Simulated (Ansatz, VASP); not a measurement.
## AlN: VASP beside Ansatz

Contents of INCAR:

```
SYSTEM = AlN
ALGO = Normal
EDIFF = 1E-6
ENCUT = 520
GGA = PS
ISIF = 2
ISMEAR = 0
LASPH = .TRUE.
LCHARG = .FALSE.
LREAL = .FALSE.
LWAVE = .FALSE.
NBANDS = 11
NELM = 80
PREC = Accurate
SIGMA = 0.01
```

The input KPOINTS:

```
k-points
0
G
  7 7 7
  0 0 0
```

File POSCAR:

```
AlN
1.0
    0.0000000000      2.1839935600      2.1839935600
    2.1839935600      0.0000000000      2.1839935600
    2.1839935600      2.1839935600      0.0000000000
Al N
1 1
Direct
    0.0000000000      0.0000000000      0.0000000000
    0.7500000000      0.7500000000      0.7500000000
```

Input for Ansatz:

```yaml
crystal:
  lattice:
    - [0.0, 2.18399356, 2.18399356]
    - [2.18399356, 0.0, 2.18399356]
    - [2.18399356, 2.18399356, 0.0]
  atoms:
    - { symbol: Al, position: [0.0, 0.0, 0.0] }
    - { symbol: "N", position: [0.75, 0.75, 0.75] }
accuracy: low
basis:
  ecutwfc: 630.0
kpoints:
  mp_grid:
    grid: [7, 7, 7]
    shift: [0.0, 0.0, 0.0]
  band_path:
    path:
      - [-0.375, 0.0, 0.375]
      - [0.0, 0.0, 0.0]
      - [0.0, 0.0, 0.5]
      - [-0.5, -0.25, 0.25]
      - [-0.5, -0.5, 0.0]
    npoints: 1
hamiltonian:
  xc: pbesol
scf:
  occupations:
    method: fixed
output:
  fatbands: true
```

Measurements of this composition are mostly on another form, of space group No. 186.

Alike in both runs: task single point; functional PBEsol; k mesh 7 × 7 × 7; no spin polarisation.

|  | VASP | Ansatz |
| --- | --- | --- |
| version | VASP 6.6.1 | Ansatz 0.2.0 |
| potentials or method | VASP PAW PBE potentials, release 64 (Al, N) | plane waves, PAW |
| plane-wave cutoff (eV) | 520 | 630 |
| occupations | gaussian, width 0.01 eV | fixed |
| valence electrons in the cell | 8 | 8 |

```csv
,VASP,Ansatz,Ansatz less VASP
gap on the k mesh at the Fermi level (eV),3.49,3.50,+0.008
```

Caveats: an odd mesh through Γ misses points on the zone boundary, where band edges often lie. As with any semilocal functional, this PBEsol gap is likely too small.
